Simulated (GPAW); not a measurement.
# FeO (Wuestite) (R-3m) in GPAW: single point with PBEsol

Aim: the single point of FeO (Wuestite) with PBEsol.

Everything below comes from runs of GPAW 26.7.0. Logs are shortened: lines on timing, memory, paths and dates and some standing lists are left out, and cuts for length are marked. The log counts tension as positive stress, the text compression.

## 1. The undisturbed crystal

Symmetry: R-3m, No. 166, trigonal system. The conventional cell has a = 3.038 Å, b = 3.038 Å, c = 7.559 Å, α = 90.00°, β = 90.00°, γ = 120.00°. Fe (site symmetry -3m) is surrounded by 6 O at 2.16 Å. Around O (site symmetry -3m) lie 6 Fe at 2.16 Å.

## 2. Single point, PBEsol, collinear spin, ferromagnetic start (atoms moved at random, drawn with an rms of 0.05 Å)

run.py

```python
from ase import Atoms
from ase.dft.bandgap import bandgap
from ase.io import write
from ase.units import GPa
from ase.parallel import parprint
from gpaw import GPAW, PW, setup_paths

setup_paths.insert(0, '.')

atoms = Atoms(['Fe', 'O'],
              cell=[[1.5188209023, 0.8768916568, 2.5195772846],
                    [-1.5188209023, 0.8768916568, 2.5195772846],
                    [0.0, -1.7537833136, 2.5195772846]],
              scaled_positions=[[0.003491, 0.000593, 0.001933],
                                [0.481737, 0.518633, 0.481488]],
              pbc=True)
atoms.set_initial_magnetic_moments([3.0, 0.0])

calc = GPAW(mode=PW(800),
            xc='PBEsol',
            kpts={'size': (11, 11, 11), 'gamma': True},
            occupations={'name': 'fermi-dirac', 'width': 0.05},
            nbands=17,
            convergence={'density': 1e-05, 'energy': 1e-05},
            maxiter=150,
            txt='gpaw.txt')
atoms.calc = calc
energy = atoms.get_potential_energy()
forces = atoms.get_forces()
stress = atoms.get_stress()
calc.write('gs.gpw')
write('result.traj', atoms)
parprint(f'Energy: {energy:.6f} eV')
parprint('Forces (eV/A):')
parprint(forces.round(4))
parprint('Stress (GPa):', (stress / GPa).round(3))
parprint('Moments:', calc.get_magnetic_moments().round(3))
parprint('Fermi level:', round(calc.get_fermi_level(), 4), 'eV')
parprint(f'Gap: {bandgap(calc)[0]:.4f} eV, direct: {bandgap(calc, direct=True)[0]:.4f} eV')
```

Potentials or basis: PAW data sets generated in the run's folder for this functional, pw.

Command:

```sh
gpaw-setup -f PBEsol Fe O
OMP_NUM_THREADS=1 mpirun -n 4 gpaw python run.py
```

gpaw.txt:

```text
__  _  _
 | _ |_)|_||  |
 |__||  | ||/\| - 26.7.0

Input parameters:
  mode=PW(ecut=800.0),
  convergence={'density': 1e-05, 'energy': 1e-05},
  kpts=MonkhorstPack(size=(11, 11, 11), gamma=True),
  maxiter=150,
  nbands=17,
  occupations=Occupations(name='fermi-dirac', width=0.05),
  xc=XC(name='PBEsol')

Diagonalizing LCAO Hamiltonian
Converting LCAO to pw mode

       O

       Fe

Atoms  # Å, Bohr magnetons
|   | symbol |         x |        y |        z |    initial magnetic moments |
|---|--------|-----------|----------|----------|-----------------------------|
| 0 |     Fe |  0.004402 | 0.000191 | 0.015160 | ( 0.0000,  0.0000,  3.0000) |
| 1 |      O | -0.056038 | 0.032790 | 3.733656 | ( 0.0000,  0.0000,  0.0000) |

Unit cell  # Å
| periodic |         x |         y |        z |  lengths |    angles |
|----------|-----------|-----------|----------|----------|-----------|
|      yes |  1.518821 |  0.876892 | 2.519577 | 3.069858 | 59.306913 |
|      yes | -1.518821 |  0.876892 | 2.519577 | 3.069858 | 59.306913 |
|      yes |  0.000000 | -1.753783 | 2.519577 | 3.069858 | 59.306913 |

Number of symmetries: 1
Symmetry operations  # r_c * U_cc + t_c -> r_c
|   | kind |            matrix            |
|---|------|------------------------------|
| 0 |  E   |  1, 0, 0,  0, 1, 0,  0, 0, 1 |

BZ-sampling:
  Number of BZ points: 1331
  Number of IBZ points: 666

  Monkhorst-Pack size: [11, 11, 11]
  Monkhorst-Pack shift: [0, 0, 0]

K-points  # in reciprocal-cell coordinates
|     |                                coordinates |     weight |
|-----|--------------------------------------------|------------|
|   0 | (  0.00000000,   0.00000000,   0.00000000) | 0.00075131 |
|   1 | (  0.00000000,   0.00000000,   0.09090909) | 0.00150263 |
|   2 | (  0.00000000,   0.00000000,   0.18181818) | 0.00150263 |
|   3 | (  0.00000000,   0.00000000,   0.27272727) | 0.00150263 |
|   4 | (  0.00000000,   0.00000000,   0.36363636) | 0.00150263 |
|   5 | (  0.00000000,   0.00000000,   0.45454545) | 0.00150263 |
|   6 | (  0.00000000,   0.09090909,  -0.45454545) | 0.00150263 |
|   7 | (  0.00000000,   0.09090909,  -0.36363636) | 0.00150263 |
|   8 | (  0.00000000,   0.09090909,  -0.27272727) | 0.00150263 |
|   9 | (  0.00000000,   0.09090909,  -0.18181818) | 0.00150263 |
| ... |                                            |            |
| 665 | (  0.45454545,   0.45454545,   0.45454545) | 0.00150263 |

Plane wave coefficients: 1046
Cutoff: 800.0 eV

Spin-components: 2 (collinear spins)
Bands:           17
Projectors:      11
Spin-degeneracy: 1
Datatype:        complex128

Parallelization:
  kpt:    4
  domain: 1
  band:   1

Density:
  Valence electrons: 14.0
  Components: 2
  Grid points: [21 21 21]
  Charge: 0.0  # |e|

Potential:
  Grid points: [21 21 21]

species:
  Fe:
    name:    Iron
    Z:       26.0
    valence: 8
    core:    18
    charge:  0.0  # [|e|]
    compensation charges:
      type: gauss
      rc: 0.33  # [Å]
      lmax: 2
    cutoffs:
      filter: 2.06  # [Å]
      core: 2.67  # [Å]
    projectors
    | kind |    occ | energy [eV] | rcut [Å] |
    |------|--------|-------------|----------|
    |   4s |  2.000 |      -5.310 |    1.164 |
    |   4p |  0.000 |      -1.300 |    1.058 |
    |   3d |  6.000 |      -7.529 |    1.058 |
    |    s |        |      21.902 |    1.164 |
    |    p |        |      25.911 |    1.058 |
    |    d |        |      19.682 |    1.058 |

    Using partial waves for Fe as LCAO basis

  O:
    name:    Oxygen
    Z:       8.0
    valence: 6
    core:    2
    charge:  0.0  # [|e|]
    compensation charges:
      type: gauss
      rc: 0.21  # [Å]
      lmax: 2
    cutoffs:
      filter: 1.17  # [Å]
      core: 0.83  # [Å]
    projectors
    | kind |    occ | energy [eV] | rcut [Å] |
    |------|--------|-------------|----------|
    |   2s |  2.000 |     -23.808 |    0.688 |
    |   2p |  4.000 |      -8.972 |    0.598 |
    |    s |        |       3.404 |    0.688 |
    |    p |        |      18.239 |    0.598 |
    |    d |        |       0.000 |    0.619 |

    Using partial waves for O as LCAO basis

Reference energy: -36621.116537  # eV

eigensolver:
  PPCG
  Converge bands: occupied
  niter=2

density mixing:
  MSR1-Mixer
  Pratt-step length: 0.05
  Maximum mixing coefficient: 0.75
  Old densities: 10
  SVD Regularization: 0.005
  Good broyden scale: 1.0
  Trust region scale: 1.0
  Backstep threshold: 4.0
  History deletion threshold: 6.0
  Fourier metric: weight=20.0, sigma=0.015

occupation numbers:
  Fermi-Dirac:
    width: 0.0500  # eV

poisson solver:
  ecut: 6400.0  # eV

xc functional:
  name: PBEsol with 2 nearest neighbor stencil

convergence criteria:
- Maximum integral of absolute [dens]ity change: 1e-05 electrons / valence electron
- Maximum [total energy] change in last 3 cyles: 1e-05 eV / valence electron
- Maximum integral of absolute [eigenst]ate change: 4e-08 eV^2 / valence electron
maximum number of iterations: 150

SCF iterations
|iter     | |      energy | eigst |  dens |  magmom |
|---------|-|-------------|-------|-------|---------|
|iter:   1| |  -17.210211 | -0.06 |       |  +3.0023|
|iter:   2| |  -17.015835 | -2.04 | -0.74 |  +3.0522|
|iter:   3| |  -16.747067 | -1.81 | -0.78 |  +3.5950|
|iter:   4| |  -16.788907 | -2.62 | -1.27 |  +3.8674|
|iter:   5| |  -16.799206 | -3.64 | -1.69 |  +3.9998|
|iter:   6| |  -16.797954 | -4.08 | -2.24 |  +4.0072|
|iter:   7| |  -16.798179 | -4.91 | -2.58 |  +4.0031|
|iter:   8| |  -16.798206 | -5.83 | -3.17 |  +4.0019|
|iter:   9| |  -16.798208c| -7.10 | -3.65 |  +4.0012|
|iter:  10| |  -16.798208c| -8.01c| -4.55 |  +4.0014|
|iter:  11| |  -16.798208c| -8.58c| -4.98 |  +4.0014|
|iter:  12| |  -16.798208c| -9.15c| -5.88c|  +4.0014|

Converged in 12 steps
Energy contributions relative to reference atoms: (reference = -36621.116537)

Energy contributions:
  Kinetic:          24.706718
  Coulomb:         -21.999703
  Zero:              0.256081
  External:          0.000000
  Xc:              -19.755602
  Entropy:          -0.011404
  Spinorbit:         0.000000
  ----------------------------
  Free energy:     -16.803910
  Extrapolated:    -16.798208

dipole moment: (0.029373, 0.002315, -18.099412)  # |e|*Ang

Total magnetic moment: (0.000000, 0.000000, 4.001433)

Local magnetic moments
|        x |        y |        z |
|----------|----------|----------|
| 0.000000 | 0.000000 | 3.534112 |  # Fe   0
| 0.000000 | 0.000000 | 0.237323 |  # O    1

Fermi level: 9.060
Eigenvalues  # (at kpt = [0.000, 0.000, 0.000])
| band index |      eig [eV] | occ [0-1] |      eig [eV] | occ [0-1] |
|------------|---------------|-----------|---------------|-----------|
|          0 |       -11.695 |     1.000 |       -11.147 |     1.000 |
|          1 |         4.651 |     1.000 |         5.552 |     1.000 |
|          2 |         4.754 |     1.000 |         5.647 |     1.000 |
|          3 |         4.806 |     1.000 |         5.681 |     1.000 |
|          4 |         5.200 |     1.000 |         8.311 |     1.000 |
|          5 |         5.413 |     1.000 |         8.391 |     1.000 |
[... 9 lines left out ...]
|         15 |        29.327 |     0.000 |        30.978 |     0.000 |
|         16 |        29.348 |     0.000 |        31.009 |     0.000 |

No gap
No difference between direct/indirect transitions

Forces  # eV/Ang
|        x |        y |        z |
|----------|----------|----------|
| -0.17728 |  0.09647 | -0.18642 |  # Fe   0
|  0.17727 | -0.09647 |  0.18641 |  # O    1

Stress tensor  # eV/Ang^3
|         x |        y |         z |
|-----------|----------|-----------|
|  0.040564 | 0.004588 | -0.006121 |
|  0.004588 | 0.045648 |  0.003540 |
| -0.006121 | 0.003540 |  0.049269 |

# Writing to gs.gpw (mode='')
```

It took 2 min on 4 MPI ranks of Arm Neoverse V2, shared host; peak memory 0.31 GiB.

What came out:

| Property | Result |
| --- | --- |
| Free energy | -16.8039 eV |
| Pressure | -7.2 GPa |
| Largest force | 0.275 eV/Å |
| Band gap on the k mesh | none (metal or under the smearing width) |
| Net moment | 4.00 μB per cell |
| Site moments | Fe +3.53; O +0.24 μB |

Forces in eV/Å, atoms in the order of the input:
```
Fe  -0.177  0.096 -0.186
O    0.177 -0.096  0.186
```

Stress tensor (GPa, compression positive):
```
-6.50 -0.73  0.98
-0.73 -7.31 -0.57
 0.98 -0.57 -7.89
```

Caveat: a cell with one magnetic atom can't hold antiferromagnetic order, which such compounds often take; semilocal functionals often make such compounds metallic where correlation or magnetic order opens a gap, which also shifts bond lengths.
